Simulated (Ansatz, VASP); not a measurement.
**C: VASP beside Ansatz**

```
CELL_PARAMETERS angstrom
2.63579 1.52178 1.42791
-2.63579 1.52178 1.42791
0.00000 -3.04355 1.42791
ATOMIC_POSITIONS crystal
C 0.33131 0.33131 0.33131
C 0.66869 0.66869 0.66869
C 0.58400 0.41600 0.00000
C 0.00000 0.58400 0.41600
C 0.41600 0.00000 0.58400
```

Alike in both runs: task relaxation of cell and atoms; functional PBE; k mesh 12 × 12 × 12; occupations gaussian, width 0.02 eV; no spin polarisation.

|  | VASP | Ansatz |
| --- | --- | --- |
| version | VASP 6.6.1 | Ansatz 0.2.0 |
| potentials or method | VASP PAW PBE potentials, release 64 (C) | scalar-relativistic, plane waves, PAW |
| plane-wave cutoff (eV) | 600 | 420 |
| valence electrons in the cell | 20 | 20 |

Ansatz gave:

```
gap on the k mesh at the Fermi level, each at its own relaxed structure (eV) : 1.39
relaxed volume (Å³/atom)                                                     : 6.87
relaxed cell length with the largest relative difference (Å)                 : 3.362
```

Question: What did VASP give for the same quantities?

Answer: gap on the k mesh at the Fermi level, each at its own relaxed structure (eV): 1.37; relaxed volume (Å³/atom): 6.87; relaxed cell length with the largest relative difference (Å): 3.362.
